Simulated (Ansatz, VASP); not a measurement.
# One calculation of Ga, two programs

```
CELL_PARAMETERS angstrom
2.81498 0.00000 0.00000
0.00000 3.32479 0.00000
-1.36111 0.00000 4.04278
ATOMIC_POSITIONS crystal
Ga 0.13460 0.75000 0.77017
Ga 0.86540 0.25000 0.22983
```

Change from the starting cell: volume scaled by 1.04.

Alike in both runs: task single point; functional LDA; k mesh 10 × 8 × 7; occupations fermi-dirac, width 0.05 eV; no spin polarisation.

|  | VASP | Ansatz |
| --- | --- | --- |
| version | VASP 6.6.1 | Ansatz 0.2.0 |
| potentials or method | VASP PAW LDA potentials, release 64 (Ga_d), cutoff 520 eV | all-electron LAPW, scalar-relativistic |

VASP gave:

```
gap on the k mesh at the Fermi level (eV)       : none
pressure (GPa)                                  : -4.5
largest component of the traceless stress (GPa) : 0.91
rms of the force components (eV/Å)              : 0.029
```

Question: Which values does Ansatz return?

Answer: gap on the k mesh at the Fermi level (eV): none; pressure (GPa): -4.6; largest component of the traceless stress (GPa): 0.90; rms of the force components (eV/Å): 0.029.

Atom by atom the forces differ by 0.000 eV/Å (rms over components). A gap of «none» marks a metal or a gap that the smearing closes. Ansatz ran all-electron here, so the differences hold the error of VASP's frozen core and of both bases.
